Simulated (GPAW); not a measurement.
# Te (R-3m) in GPAW: a series of runs

Aim: see how the results for Te move with the level of theory and the settings. Levels: PBE, PBEsol. Tasks: relaxation of cell and atoms.

All numbers are computed with GPAW 26.7.0; they aren't measurements. Logs are shortened: lines on timing, memory, paths and dates and some standing lists are left out, and cuts for length are marked. The log counts tension as positive stress, the text compression.

## (1) Starting point

Symmetry: R-3m, No. 166, trigonal system. The conventional cell has a = 4.612 Å, b = 4.612 Å, c = 5.073 Å, α = 90.00°, β = 90.00°, γ = 120.00°. Te (site symmetry -3m) has 6 Te at 3.15 Å as nearest neighbours.

This isn't the form of Te at room conditions, which is trigonal, of chains.

## (2) Relaxation of cell and atoms, PBE

File run.py:

```python
from ase.filters import FrechetCellFilter
from ase.io import read, write
from ase.optimize import BFGS
from gpaw import GPAW, PW

atoms = read('Te.xyz')

calc = GPAW(mode=PW(600),
            xc='PBE',
            kpts={'size': (9, 9, 9), 'gamma': True},
            occupations={'name': 'fermi-dirac', 'width': 0.05},
            nbands=9,
            convergence={'density': 1e-05, 'forces': 0.0001},
            maxiter=150,
            txt='gpaw.txt')
atoms.calc = calc
opt = BFGS(FrechetCellFilter(atoms), trajectory='relax.traj', logfile='-')
done = opt.run(fmax=0.02, steps=60)
calc.write('gs.gpw')
write('result.traj', atoms)
print('Converged:', done)
print('Cell:', atoms.cell.cellpar().round(4))
print('Volume:', round(atoms.get_volume(), 4))
print(atoms.get_scaled_positions().round(5))
```

File Te.xyz:

```xyz
1
Lattice="2.3059043427 1.3313144930 1.6909537039 -2.3059043427 1.3313144930 1.6909537039 0.0000000000 -2.6626289860 1.6909537039" Properties=species:S:1:pos:R:3 pbc="T T T"
Te     0.0000000000      0.0000000000      2.5364305558
```

Potentials or basis: GPAW PAW data sets (gpaw-data 1.2.1), pw.

On the command line:

```
> OMP_NUM_THREADS=1 python run.py
```

gpaw.txt:

```text
__  _  _
 | _ |_)|_||  |
 |__||  | ||/\| - 26.7.0

Input parameters:
  mode=PW(ecut=600.0),
  convergence={'density': 1e-05, 'forces': 0.0001},
  kpts=MonkhorstPack(size=(9, 9, 9), gamma=True),
  maxiter=150,
  nbands=9,
  occupations=Occupations(name='fermi-dirac', width=0.05),
  xc=XC(name='PBE')

Diagonalizing LCAO Hamiltonian
Converting LCAO to pw mode

       Te

Atoms  # Å, Bohr magnetons
|   | symbol |        x |        y |        z |    initial magnetic moments |
|---|--------|----------|----------|----------|-----------------------------|
| 0 |     Te | 0.000000 | 0.000000 | 2.536431 | ( 0.0000,  0.0000,  0.0000) |
[... 381 lines left out ...]
Stress tensor  # eV/Ang^3
|         x |         y |         z |
|-----------|-----------|-----------|
| -0.006203 |  0.000000 |  0.000000 |
|  0.000000 | -0.006203 | -0.000000 |
|  0.000000 |  0.000000 | -0.008732 |

Forces  # eV/Ang
|        x |       y |        z |
|----------|---------|----------|
| -0.00000 | 0.00000 | -0.00000 |  # Te   0

Interpolating wave functions to new cell

       Te

Atoms  # Å, Bohr magnetons
|   | symbol |         x |        y |        z |    initial magnetic moments |
|---|--------|-----------|----------|----------|-----------------------------|
| 0 |     Te | -0.000000 | 0.000000 | 2.574558 | ( 0.0000,  0.0000,  0.0000) |

Unit cell  # Å
| periodic |         x |         y |        z |  lengths |    angles |
|----------|-----------|-----------|----------|----------|-----------|
|      yes |  2.333820 |  1.347432 | 1.716372 | 3.195031 | 93.848783 |
|      yes | -2.333820 |  1.347432 | 1.716372 | 3.195031 | 93.848783 |
|      yes |  0.000000 | -2.694863 | 1.716372 | 3.195031 | 93.848783 |
[... 170 lines left out ...]
No gap
No difference between direct/indirect transitions

Stress tensor  # eV/Ang^3
|        x |        y |         z |
|----------|----------|-----------|
| 0.001102 | 0.000000 | -0.000000 |
| 0.000000 | 0.001102 |  0.000000 |
| 0.000000 | 0.000000 | -0.002965 |

Forces  # eV/Ang
|       x |       y |        z |
|---------|---------|----------|
| 0.00000 | 0.00000 | -0.00000 |  # Te   0

Interpolating wave functions to new cell

       Te

Atoms  # Å, Bohr magnetons
|   | symbol |        x |         y |        z |    initial magnetic moments |
|---|--------|----------|-----------|----------|-----------------------------|
| 0 |     Te | 0.000000 | -0.000000 | 2.580215 | ( 0.0000,  0.0000,  0.0000) |

Unit cell  # Å
| periodic |         x |         y |        z |  lengths |    angles |
|----------|-----------|-----------|----------|----------|-----------|
|      yes |  2.333776 |  1.347406 | 1.720143 | 3.197016 | 93.770422 |
|      yes | -2.333776 |  1.347406 | 1.720143 | 3.197016 | 93.770422 |
|      yes |  0.000000 | -2.694813 | 1.720143 | 3.197016 | 93.770422 |
[... 172 lines left out ...]
Stress tensor  # eV/Ang^3
|         x |         y |         z |
|-----------|-----------|-----------|
|  0.001697 | -0.000000 |  0.000000 |
| -0.000000 |  0.001697 |  0.000000 |
|  0.000000 |  0.000000 | -0.002441 |

Forces  # eV/Ang
|        x |       y |       z |
|----------|---------|---------|
| -0.00000 | 0.00000 | 0.00000 |  # Te   0

Interpolating wave functions to new cell

       Te

Atoms  # Å, Bohr magnetons
|   | symbol |         x |         y |        z |    initial magnetic moments |
|---|--------|-----------|-----------|----------|-----------------------------|
| 0 |     Te | -0.000000 | -0.000000 | 2.627283 | ( 0.0000,  0.0000,  0.0000) |

Unit cell  # Å
| periodic |         x |         y |        z |  lengths |    angles |
|----------|-----------|-----------|----------|----------|-----------|
|      yes |  2.326122 |  1.342987 | 1.751522 | 3.206600 | 93.007053 |
|      yes | -2.326122 |  1.342987 | 1.751522 | 3.206600 | 93.007053 |
|      yes |  0.000000 | -2.685974 | 1.751522 | 3.206600 | 93.007053 |
[... 173 lines left out ...]
Stress tensor  # eV/Ang^3
|         x |         y |         z |
|-----------|-----------|-----------|
|  0.004221 | -0.000000 | -0.000000 |
| -0.000000 |  0.004221 |  0.000000 |
| -0.000000 |  0.000000 |  0.000629 |

Forces  # eV/Ang
|        x |       y |       z |
|----------|---------|---------|
| -0.00000 | 0.00000 | 0.00000 |  # Te   0

Interpolating wave functions to new cell

       Te
[... 182 lines left out ...]
No gap
No difference between direct/indirect transitions

Stress tensor  # eV/Ang^3
|         x |        y |         z |
|-----------|----------|-----------|
|  0.004271 | 0.000000 | -0.000000 |
|  0.000000 | 0.004271 |  0.000000 |
| -0.000000 | 0.000000 |  0.002195 |

Forces  # eV/Ang
|       x |       y |       z |
|---------|---------|---------|
| 0.00000 | 0.00000 | 0.00000 |  # Te   0
[... 186 lines left out ...]
No gap
No difference between direct/indirect transitions

Stress tensor  # eV/Ang^3
|         x |        y |         z |
|-----------|----------|-----------|
|  0.002144 | 0.000000 | -0.000000 |
|  0.000000 | 0.002144 | -0.000000 |
| -0.000000 | 0.000000 |  0.001607 |

Forces  # eV/Ang
|       x |       y |       z |
|---------|---------|---------|
| 0.00000 | 0.00000 | 0.00000 |  # Te   0
[... 186 lines left out ...]
No gap
No difference between direct/indirect transitions

Stress tensor  # eV/Ang^3
|        x |        y |         z |
|----------|----------|-----------|
| 0.000134 | 0.000000 | -0.000000 |
| 0.000000 | 0.000134 |  0.000000 |
| 0.000000 | 0.000000 |  0.000099 |

Forces  # eV/Ang
|       x |       y |       z |
|---------|---------|---------|
| 0.00000 | 0.00000 | 0.00000 |  # Te   0

# Writing to gs.gpw (mode='')
```

stdout:

```text
Step          Energy          fmax
BFGS:    0       -3.153892        0.440780
BFGS:    1       -3.159745        0.276935
BFGS:    2       -3.162358        0.096016
BFGS:    3       -3.162556        0.079235
BFGS:    4       -3.163798        0.138581
BFGS:    5       -3.164624        0.140721
BFGS:    6       -3.165447        0.070344
BFGS:    7       -3.165657        0.004363
Converged: True
Cell: [ 3.1966  3.1966  3.1966 91.547  91.547  91.547 ]
Volume: 32.6265
[[0.5 0.5 0.5]]
```

Wall time 66 s (1 thread of Arm Neoverse V2, shared host); peak memory 0.24 GiB.

Results:

```yaml
Free_energy: -3.1657 eV
Relaxed_volume: 32.63 Å³/atom
Relaxed_cell: a = 3.197 Å, b = 3.197 Å, c = 3.197 Å, α = 91.55°, β = 91.55°, γ = 91.55°
Space_group_after_relaxing_to_0.05_Å: R-3m (No. 166)
Energy_gained_by_relaxing: 11.7 meV/atom
Ionic_steps: 8
Pressure_after_relaxing: 0.0 GPa
Band_gap_on_the_k_mesh: none (metal or under the smearing width)
```

The path:
| step | energy change (eV) | largest force (eV/Å) | pressure (GPa) | volume (Å³) |
| --- | --- | --- | --- | --- |
| 1 | 0.0000 | 0.0000 | 2.17 | 31.15 |
| 2 | -0.0059 | 0.0000 | 1.13 | 31.71 |
| 3 | -0.0085 | 0.0000 | 0.04 | 32.38 |
| 4 | -0.0087 | 0.0000 | -0.05 | 32.45 |
| 5 | -0.0102 | 0.0000 | -0.48 | 32.83 |
| 6 | -0.0110 | 0.0000 | -0.57 | 32.95 |
| 7 | -0.0116 | 0.0000 | -0.31 | 32.81 |
| 8 | -0.0117 | 0.0000 | -0.02 | 32.63 |

Final structure:
```
CELL_PARAMETERS angstrom
2.29063 1.32249 1.79503
-2.29063 1.32249 1.79503
0.00000 -2.64499 1.79503
ATOMIC_POSITIONS crystal
Te 0.50000 0.50000 0.50000
```

Caveat: later steps reuse the first step's grids. Spin-orbit coupling is left out, which matters for the levels of Te.

## (3) Relaxation of cell and atoms, PBEsol

Edit run.py of step 2 so:

```diff
@@ -1,10 +1,18 @@
+from ase import Atoms
 from ase.filters import FrechetCellFilter
-from ase.io import read, write
+from ase.io import write
 from ase.optimize import BFGS
-from gpaw import GPAW, PW
+from gpaw import GPAW, PW, setup_paths
 
-atoms = read('Te.xyz')
+setup_paths.insert(0, '.')
+
+atoms = Atoms(['Te'],
+              cell=[[2.3059043427, 1.331314493, 1.6909537039],
+                    [-2.3059043427, 1.331314493, 1.6909537039],
+                    [0.0, -2.662628986, 1.6909537039]],
+              scaled_positions=[[0.5, 0.5, 0.5]],
+              pbc=True)
 
 calc = GPAW(mode=PW(600),
-            xc='PBE',
+            xc='PBEsol',
             kpts={'size': (9, 9, 9), 'gamma': True},
```

Potentials or basis: PAW data sets generated in the run's folder for this functional, pw.

On the command line:

```
> gpaw-setup -f PBEsol Te
> OMP_NUM_THREADS=1 python run.py
```

gpaw.txt:

```text
__  _  _
 | _ |_)|_||  |
 |__||  | ||/\| - 26.7.0

Input parameters:
  mode=PW(ecut=600.0),
  convergence={'density': 1e-05, 'forces': 0.0001},
  kpts=MonkhorstPack(size=(9, 9, 9), gamma=True),
  maxiter=150,
  nbands=9,
  occupations=Occupations(name='fermi-dirac', width=0.05),
  xc=XC(name='PBEsol')

Diagonalizing LCAO Hamiltonian
Converting LCAO to pw mode

       Te

Atoms  # Å, Bohr magnetons
|   | symbol |        x |        y |        z |    initial magnetic moments |
|---|--------|----------|----------|----------|-----------------------------|
| 0 |     Te | 0.000000 | 0.000000 | 2.536431 | ( 0.0000,  0.0000,  0.0000) |

Unit cell  # Å
| periodic |         x |         y |        z |  lengths |    angles |
|----------|-----------|-----------|----------|----------|-----------|
|      yes |  2.305904 |  1.331314 | 1.690954 | 3.154190 | 93.950761 |
|      yes | -2.305904 |  1.331314 | 1.690954 | 3.154190 | 93.950761 |
|      yes |  0.000000 | -2.662629 | 1.690954 | 3.154190 | 93.950761 |
[... 170 lines left out ...]
No gap
No difference between direct/indirect transitions

Stress tensor  # eV/Ang^3
|        x |        y |        z |
|----------|----------|----------|
| 0.003941 | 0.000000 | 0.000000 |
| 0.000000 | 0.003941 | 0.000000 |
| 0.000000 | 0.000000 | 0.002398 |

Forces  # eV/Ang
|       x |       y |        z |
|---------|---------|----------|
| 0.00000 | 0.00000 | -0.00000 |  # Te   0

Interpolating wave functions to new cell

       Te

Atoms  # Å, Bohr magnetons
|   | symbol |         x |        y |        z |    initial magnetic moments |
|---|--------|-----------|----------|----------|-----------------------------|
| 0 |     Te | -0.000000 | 0.000000 | 2.533725 | ( 0.0000,  0.0000,  0.0000) |

Unit cell  # Å
| periodic |         x |         y |        z |  lengths |    angles |
|----------|-----------|-----------|----------|----------|-----------|
|      yes |  2.301864 |  1.328982 | 1.689150 | 3.149286 | 93.926537 |
|      yes | -2.301864 |  1.328982 | 1.689150 | 3.149286 | 93.926537 |
|      yes |  0.000000 | -2.657964 | 1.689150 | 3.149286 | 93.926537 |
[... 169 lines left out ...]
No gap
No difference between direct/indirect transitions

Stress tensor  # eV/Ang^3
|        x |         y |         z |
|----------|-----------|-----------|
| 0.002151 |  0.000000 | -0.000000 |
| 0.000000 |  0.002151 | -0.000000 |
| 0.000000 | -0.000000 |  0.001042 |

Forces  # eV/Ang
|       x |       y |        z |
|---------|---------|----------|
| 0.00000 | 0.00000 | -0.00000 |  # Te   0

Interpolating wave functions to new cell

       Te

Atoms  # Å, Bohr magnetons
|   | symbol |        x |        y |        z |    initial magnetic moments |
|---|--------|----------|----------|----------|-----------------------------|
| 0 |     Te | 0.000000 | 0.000000 | 2.531242 | ( 0.0000,  0.0000,  0.0000) |

Unit cell  # Å
| periodic |         x |         y |        z |  lengths |    angles |
|----------|-----------|-----------|----------|----------|-----------|
|      yes |  2.297215 |  1.326298 | 1.687494 | 3.143867 | 93.889763 |
|      yes | -2.297215 |  1.326298 | 1.687494 | 3.143867 | 93.889763 |
|      yes |  0.000000 | -2.652596 | 1.687494 | 3.143867 | 93.889763 |
[... 169 lines left out ...]
No gap
No difference between direct/indirect transitions

Stress tensor  # eV/Ang^3
|         x |         y |         z |
|-----------|-----------|-----------|
|  0.000124 | -0.000000 | -0.000000 |
|  0.000000 |  0.000124 | -0.000000 |
| -0.000000 | -0.000000 | -0.000503 |

Forces  # eV/Ang
|       x |       y |        z |
|---------|---------|----------|
| 0.00000 | 0.00000 | -0.00000 |  # Te   0

# Writing to gs.gpw (mode='')
```

Wall time 28 s (1 thread of Arm Neoverse V2, shared host); peak memory 0.19 GiB.

Results:

```
Free energy                            : -3.5698 eV
Relaxed volume                         : 30.85 Å³/atom
Relaxed cell                           : a = 3.144 Å, b = 3.144 Å, c = 3.144 Å, α = 93.89°, β = 93.89°, γ = 93.89°
Space group after relaxing (to 0.05 Å) : R-3m (No. 166)
Energy gained by relaxing              : 0.5 meV/atom
Ionic steps                            : 3
Pressure after relaxing                : 0.0 GPa
Band gap on the k mesh                 : none (metal or under the smearing width)
```

Step by step:
| step | energy change (eV) | largest force (eV/Å) | pressure (GPa) | volume (Å³) |
| --- | --- | --- | --- | --- |
| 1 | 0.0000 | 0.0000 | -0.55 | 31.15 |
| 2 | -0.0004 | 0.0000 | -0.29 | 31.00 |
| 3 | -0.0005 | 0.0000 | 0.01 | 30.85 |

Final structure:
```
CELL_PARAMETERS angstrom
2.29722 1.32630 1.68749
-2.29722 1.32630 1.68749
0.00000 -2.65260 1.68749
ATOMIC_POSITIONS crystal
Te 0.50000 0.50000 0.50000
```

Caveat: later steps reuse the first step's grids. Spin-orbit coupling is left out, which matters for the levels of Te.
